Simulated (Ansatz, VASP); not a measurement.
## One calculation of Rh, two programs

```
Rh
1.0
     0.00000    1.95860    1.90155
     1.95860    0.00000    1.90155
     1.95860    1.95860    0.00000
Rh
1
Direct
  0.00000 0.00000 0.00000
```

Change from the starting cell: equal xx and yy strain of +3 %, crystal datasets.

Alike in both runs: task electric field gradients; functional PBE; k mesh 16 × 16 × 16; occupations fermi-dirac, width 0.08 eV; no spin polarisation.

```csv
,VASP,Ansatz
version,VASP 6.6.1,Ansatz 0.2.0
potentials or method,"VASP PAW PBE potentials, release 64 (Rh_pv), cutoff 520 eV","all-electron PAW with datasets made for the crystal, scalar-relativistic"
```

```tsv
	VASP	Ansatz	Ansatz less VASP
pressure (GPa)	-8.4	-8.5	-0.07
largest component of the traceless stress (GPa)	3.90	3.91	+0.012
Vzz of the field gradient on the site that differs most (V/Å²)	-2.8	-3.4	-0.58
```

Ansatz ran all-electron here, so the differences hold the error of VASP's frozen core and of both bases. Ansatz warned: «gradients_without_spin_orbit».
